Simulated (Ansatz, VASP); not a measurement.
# Sn: VASP beside Ansatz

```
Sn
1.0
    -2.94014    2.94014    1.59930
     2.94014   -2.94014    1.59930
     2.94014    2.94014   -1.59930
Sn
2
Direct
  0.75000 0.25000 0.50000
  0.00000 0.00000 0.00000
```

Alike in both runs: task single point; functional LDA; k mesh 6 × 6 × 6; occupations gaussian, width 0.1 eV; no spin polarisation.

|  | VASP | Ansatz |
| --- | --- | --- |
| version | VASP 6.6.1 | Ansatz 0.2.0 |
| potentials or method | VASP PAW LDA potentials, release 64 (Sn_d) | scalar-relativistic, plane waves, PAW |
| plane-wave cutoff (eV) | 520 | 420 |
| valence electrons in the cell | 28 | 28 |

```csv
,VASP,Ansatz,Ansatz less VASP
gap on the k mesh at the Fermi level (eV),none,none,-
pressure (GPa),-2.9,-2.9,+0.02
largest component of the traceless stress (GPa),0.81,0.80,-0.014
```

A gap of «none» marks a metal or a gap that the smearing closes.

Caveats: the k mesh is coarse (spacing up to 0.37 Å⁻¹), so the values aren't converged.
